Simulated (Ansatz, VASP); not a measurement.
Two plane-wave programs on Hg

File INCAR:

```
SYSTEM = Hg
PREC = Accurate
ENCUT = 520
EDIFF = 1E-6
ISMEAR = 0
SIGMA = 0.15
LREAL = .False.
LASPH = .True.
NELM = 100
ALGO = Normal
ISIF = 2
LWAVE = .False.
LCHARG = .True.
GGA = PE
IVDW = 12
LELF = .True.
LVHAR = .True.
NBANDS = 19
```

Contents of KPOINTS:

```
Automatic mesh
0
Gamma
  18 18 10
  0 0 0
```

File POSCAR:

```
Hg
1.0
    3.3535564490      0.0000000000      0.0000000000
   -1.6767782245      2.9042650779      0.0000000000
    0.0000000000      0.0000000000      5.8475437215
Hg
2
Direct
    0.6666666667      0.3333333333      0.7500000000
    0.3333333333      0.6666666667      0.2500000000
```

Input for Ansatz:

```yaml
crystal:
  lattice:
    - [3.353556449, 0.0, 0.0]
    - [-1.6767782245, 2.9042650779, 0.0]
    - [0.0, 0.0, 5.8475437215]
  atoms:
    - { symbol: Hg, position: [0.6666666667, 0.3333333333, 0.75] }
    - { symbol: Hg, position: [0.3333333333, 0.6666666667, 0.25] }
basis:
  ecutwfc: 420
kpoints:
  mp_grid: { grid: [18, 18, 10] }
hamiltonian:
  xc: pbe
  dispersion: d3bj
scf:
  occupations: { method: gaussian, width: 0.15 }
output:
  forces: true
  stress: true
  eigenvalues: true
```

Alike in both runs: task single point; functional PBE; dispersion D3(BJ); k mesh 18 × 18 × 10; occupations gaussian, width 0.15 eV; no spin polarisation.

|  | VASP | Ansatz |
| --- | --- | --- |
| version | VASP 6.6.1 | Ansatz 0.2.0 |
| potentials or method | VASP PAW PBE potentials, release 64 (Hg) | scalar-relativistic, plane waves, PAW |
| plane-wave cutoff (eV) | 520 | 420 |
| valence electrons in the cell | 24 | 40 |

```csv
,VASP,Ansatz,Ansatz less VASP
gap on the k mesh at the Fermi level (eV),none,none,-
pressure (GPa),-1.0,-1.1,-0.11
largest component of the traceless stress (GPa),0.94,0.90,-0.039
```

A gap of «none» marks a metal or a gap that the smearing closes. The two sets of potentials don't hold the same shells in valence.

Caveats: pairwise dispersion overbinds metals, which lowers pressure and volume. Spin-orbit coupling is left out, which matters for the levels of Hg.
